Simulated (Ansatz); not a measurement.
**As under changes of volume**

One of the cells (22.434 Å³/atom); the others are scaled copies at fixed shape and fractional positions:

```xyz
4
Lattice="1.8250 -5.5000 0.0000 1.8250 5.5000 0.0000 0.0000 0.0000 4.4700" Properties=species:S:1:pos:R:3 pbc="T T T"
As    1.8250    1.2100    2.5032
As    1.8250   -4.2900    4.2018
As    1.8250   -1.2100    1.9668
As    1.8250    4.2900    0.2682
```

This isn't the form of As at room conditions, which is rhombohedral.

* Program: Ansatz 0.2.0
* Functional: PBEsol
* Potentials or basis: Ansatz PAW
* Cutoff: 420 eV (not typed: the program's choice for these potentials)
* k mesh: 8 × 8 × 6
* Occupations: fermi-dirac, width 0.05 eV
* Spin: no spin polarisation

```tsv
volume (Å³/atom)	energy over the lowest point (meV/atom)	pressure (GPa)	largest force (eV/Å)
21.088	?	?	?
21.536	6.79	2.8	0.343
21.985	1.24	1.2	0.182
22.434	0.00	-0.3	0.112
22.882	2.65	-1.6	0.207
23.331	8.83	-2.8	0.338
23.780	18.17	-3.9	0.467
```

**Question.** What does the run at 21.088 Å³/atom give?

**Answer.** Energy over the lowest point 17.12 meV/atom; pressure 4.6 GPa; largest force 0.530 eV/Å.

Worked out: A Birch-Murnaghan fit of order 3 (a polynomial in V^(-2/3)) to the other rows has its minimum at 22.34 Å³/atom with B0 = V·E''(V) = 71 GPa and B' = 4.1 at fixed shape and positions, which overstates the stiffness. It gives 17.11 meV/atom at 21.088 Å³/atom, against the run's 17.12, and -dE/dV = 4.6 GPa, against 4.6.

Energies are extrapolated to zero smearing.

Caveats: the PAW data sets come from PBE, with cores solved anew for the run's functional, which leaves a small shift of forces and pressure.
